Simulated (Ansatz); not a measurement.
The system is MnSb.

```
Sb Mn
1.0
     4.15000    0.00000    0.00000
    -2.07500    3.59401    0.00000
     0.00000    0.00000    5.78000
Sb Mn
2 2
Direct
  0.66667 0.33333 0.75000
  0.33333 0.66667 0.25000
  0.00000 0.00000 0.50000
  0.00000 0.00000 0.00000
```

- Program: Ansatz 0.2.0
- Task: relaxation of cell and atoms
- Functional: LDA
- Potentials or basis: Ansatz PAW
- Cutoff: 420 eV (not typed: the program's choice for these potentials)
- k mesh: 7 × 7 × 5
- Occupations: fermi-dirac, width 0.05 eV
- Spin: collinear spin, ferromagnetic start
- Starting moments: [0.0, 0.0, 4.0, 4.0] μB
- Hubbard terms: Mn d U = 7 eV

At the start: volume 21.55 Å³/atom.

How do energy, volume and symmetry change on relaxing?

It ends after 6 steps and the volume is 23.59 Å³/atom (+9.5 %); space group P6_3/mmc (No. 194, to 0.05 Å); moment 8.41 μB per cell.

Step by step:
```
step  energy change (eV)  largest force (eV/Å)  volume (Å³)
   1              0.0000                0.0000        86.21
   2             -0.1514                0.0000        96.08
   3             -0.1587                0.0000        94.56
   4             -0.1589                0.0000        94.36
   5             -0.1614                0.0000        94.36
   6             -0.1614                0.0000        94.36
```

Final structure:
```yaml
crystal:
  lattice:
    - [4.23449, 0.00000, 0.00000]
    - [-2.11725, 3.66718, 0.00000]
    - [0.00000, 0.00000, 6.07639]
  atoms:
    - { symbol: Sb, position: [0.66667, 0.33333, 0.75000] }
    - { symbol: Sb, position: [0.33333, 0.66667, 0.25000] }
    - { symbol: Mn, position: [0.00000, 0.00000, 0.50000] }
    - { symbol: Mn, position: [0.00000, 0.00000, 0.00000] }
```

Caveat: the magnetic or orbital state may not be the lowest; the plane-wave basis is chosen anew once the cell has moved, so the energies of steps on either side of that aren't comparable; only a ferromagnetic start was run, and an antiferromagnetic order may lie lower in energy; the PAW data sets come from PBE, with cores solved anew for the run's functional, which leaves a small shift of forces and pressure; the U is typed as a test and isn't derived for this compound.
